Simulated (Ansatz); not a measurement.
Crystal: W.

```
CELL_PARAMETERS angstrom
0.00000 2.03000 2.03000
2.03000 0.00000 2.03000
2.03000 2.03000 0.00000
ATOMIC_POSITIONS crystal
W 0.00000 0.00000 0.00000
```

This isn't the form of W at room conditions, which is bcc.

A run of Ansatz 0.2.0 on this cell left the log below. Logs are shortened: lines on timing, memory, paths and dates and some standing lists are left out, and cuts for length are marked.

```text
Warning: RAYON_NUM_THREADS=2 ignored (pool sized by the plan → 2); use --threads N
Engine: ansatz 0.2.0, aarch64-unknown-linux-gnu
Pseudopotentials: kind: paw
Pseudopotential: W, paw, valence charge 14, recommended cutoff 420 eV (normal), W.paw.azcp
Functional definition: RPBE
  parameter kappa = 0.804
  parameter beta = 0.06672455060314922
  exchange = rpbe_x(kappa = kappa, mu = beta*pi^2/3)
  correlation = pbe_c(beta = beta)
Crystal: 1 atoms, lattice volume = 16.731 Å³
Basis set: ecut = 420 eV, 331 PW (Γ), exchange–correlation on 40×40×40 points (8 copies of the dense FFT grid, shifted against one another)
Bands: 11, of which v1, the nominal top of the filled ones, is band 7 counted from 1 (6 counted from 0)
Symmetry: 48 space group operations
Space group: Fm-3m (ITA 225), of the structure as read, at distance tolerance 2.6e-5 Å
k-points: 56 of 1331
Non-local potential: W, projectors of the file, l = 0: 3, l = 1: 2, l = 2: 2, l = 3: 1
PAW form: soft (Blöchl's): semilocal exchange-correlation on the pseudo side does not see the compensation charge
PAW frozen core: W, regenerated for the run's functional, and the local potential with it (the file was generated under x = pbe(κ = 0.804, μ = 0.2195149727645171), c = pbe(β = 0.06672455060314922))
PAW one-centre angular grid: W, 590 points (default); XC on 64 Gauss nodes
Initial density: superposition of atomic densities (neutral atoms: chi_scale 0, normalization atom), corrected by the library's trained network
Initial wavefunctions: pseudopotential atomic-orbital guess
Functional: x = rpbe, c = pbe(β = 0.06672455060314922)
SCF iter   1: F=—  HF=-10397.089321 eV  |F-HF|=—  |Δ(HF+E_count)|=         —  Δρ=2.41e-3  dr2=8.00e-4  ethr=1.77e-3  ⟨swp⟩=5.1  Hψ=3289  notcnv=0
preconditioner: auto → none  [metal: Δε(μ)=0.053 eV  Ē_g=8.346 eV  σ=0.050 eV  W_gap=0.26  n_scr=0 (ndim 8)  ℏωp=22.2 eV  f_vac=0.000  D(μ)=1.03/eV (n_scr^D=14)]
SCF iter   2: F=—  HF=-10397.088953 eV  |F-HF|=—  |Δ(HF+E_count)|=   3.69e-4  Δρ=7.84e-4  dr2=4.76e-5  ethr=5.71e-6  ⟨swp⟩=2.3  Hψ=1278  notcnv=0
SCF iter   3: F=—  HF=-10397.088967 eV  |F-HF|=—  |Δ(HF+E_count)|=   1.40e-5  Δρ=2.40e-4  dr2=2.81e-6  ethr=3.40e-7  ⟨swp⟩=2.8  Hψ=948  notcnv=0
[... 35 lines left out ...]
relax step   4: F+E_penalty+E_count = -10397.08934536 eV  Δ(F+E_penalty+E_count) = +2.875e-5 eV  max|allowed force component| = 0.000e0 eV/Å  Δτ_max = 0.0000 Å  P = -0.040 GPa  Ω = 16.649 Å³  stress off target by 4.03e-2 GPa  SCF on the basis re-selected at this cell (its energy is not comparable with the rows above)  (3 SCF iters)
basis re-selected at this cell: Δ(F+E_penalty+E_count) = +2.875e-5 eV, ΔP = +0.000 GPa vs the last step (what re-selecting the basis moved, of the pressure what is left beyond the Pulay correction that the steps carried, after the strain that the cell walked since its last selection, with what the two solves' SCF thresholds leave and, on support functions, any second-order correction that the steps lacked; it is no measure of the basis error at this ecutwfc). This SCF's stress stands 4.03e-2 GPa from its target on what of the cell is left free (relax.cell.stress_tol is 5.00e-2 GPa) and its largest allowed force component is 0.00e0 eV/Å (relax.f_tol is 1.00e-2 eV/Å): within both
SCF converged after 3 iterations
Free energy (F): -10397.089345 eV
Harris-Foulkes:  -10397.089345 eV  (|F-HF|=1.82e-12)
Internal energy: -10397.080669 eV  (E = F + TS)
E sigma→0 (E₀):  -10397.085007 eV
Entropy (-TS):   -0.008676 eV (-8.676 meV/atom)
Fermi energy:    21.039038 eV
--- Per-component energies (eV) ---
  E_band       = -95.757824
  E_kinetic    = 448.504972
  E_local      = -633.321247  (includes V_loc(G=0)·N_el)
  E_nonlocal   = -0.129408
  E_hartree    = 225.469657
  E_xc         = -266.593452
  E_vxc        = -237.770471  (∫ρ·V_xc dr)
  E_paw        = -8574.803031  (= ΣΔE_a)
  E_vpaw       = -123.980867  (= ΣTr[D̂ρ^β])
  E_aug_tail   = -0.000057  (compensation charges beyond the density's cutoff)
  E_ewald      = -1596.190529
  E_core_change = -0.017574  (= ΣΔE_core)
  E_smearing   = -0.008676  (= −TS)
  E_closure    = 0.000000  (closes the sum)
  Σ components = -10397.089345   (vs F -10397.089345, Δ=0.00e0)
--- Forces (eV/Å), atoms counted from 1 ---
  atom   1  W      0.00000000     0.00000000     0.00000000
  max |Σ_I F_I| component: 4.93e-32 eV/Å
--- Stress (GPa, compression-positive) ---
       -0.040344      -0.000000      -0.000000
       -0.000000      -0.040344      -0.000000
       -0.000000      -0.000000      -0.040344
  P = ⅓ Tr σ = -0.0403 GPa (-0.403 kbar)
--- Band table (eV; the first three rows and the last of 56) ---
  k-point 0: bands = ["-52.6175", "-16.3039", "-16.3039", "-16.3039", "12.1141", "20.4876", "20.4876", "20.4876", "23.5629", "23.5629", "33.7639"]
  k-point 1: bands = ["-52.6097", "-16.3961", "-16.3158", "-16.3158", "12.4667", "20.2254", "20.6477", "20.6477", "23.4248", "23.4248", "34.4511"]
  k-point 2: bands = ["-52.5885", "-16.6381", "-16.3473", "-16.3473", "13.4180", "19.7044", "20.9313", "20.9313", "23.3137", "23.3137", "35.1156"]
  k-point 55: bands = ["-52.4859", "-17.0546", "-16.9959", "-16.6895", "17.3844", "18.5545", "19.4648", "22.4713", "26.3866", "30.0427", "31.6118"]
--- Relaxed structure (3 steps of the walk, 2 accepted, 1 SCFs on fresh bases) ---
  F+E_penalty+E_count = -10397.08934536 eV   max|allowed force component| = 0.000e0 eV/Å   (the final SCF, on the basis selected at the relaxed cell)
  cell:  # Å, volume = 16.6494 Å³
    - [3.821529024671693e-35, 2.026699805271507, 2.026699805271507]
    - [2.026699805271507, 3.1846075205597443e-35, 2.026699805271507]
    - [2.026699805271507, 2.026699805271507, 3.8215290246716924e-35]
  atoms:
    - { symbol: W, position: [0.0, 0.0, 0.0] }
```

Question: What input gives this log?

Answer: Relaxation of cell and atoms with RPBE, no spin polarisation. The files as run (others can give the same):

input.yaml
```yaml
crystal:
  lattice:
    - [0.0, 2.03, 2.03]
    - [2.03, 0.0, 2.03]
    - [2.03, 2.03, 0.0]
  atoms:
    - { symbol: W, position: [0.0, 0.0, 0.0] }
hamiltonian:
  xc: rpbe
  pseudopotentials: { kind: paw }
kpoints:
  mp_grid: { grid: [11, 11, 11] }
scf:
  occupations: { method: fermi_dirac, width: 0.05 }
output:
  forces: true
  stress: true
  eigenvalues: true
relax:
  f_tol: 0.01
  max_steps: 40
  cell: { stress_tol: 0.05 }
```

Potentials or basis: Ansatz PAW.
Run with:
```sh
$ ansatz run input.yaml --threads 2 --pin off --max-ram 5632MiB --backend cpu --events-out ev --progress --plain --runs-dir out
```

Caveat: the plane-wave basis is chosen anew once the cell has moved, so the energies of steps on either side of that aren't comparable; the PAW data sets come from PBE, with cores solved anew for the run's functional, which leaves a small shift of forces and pressure.
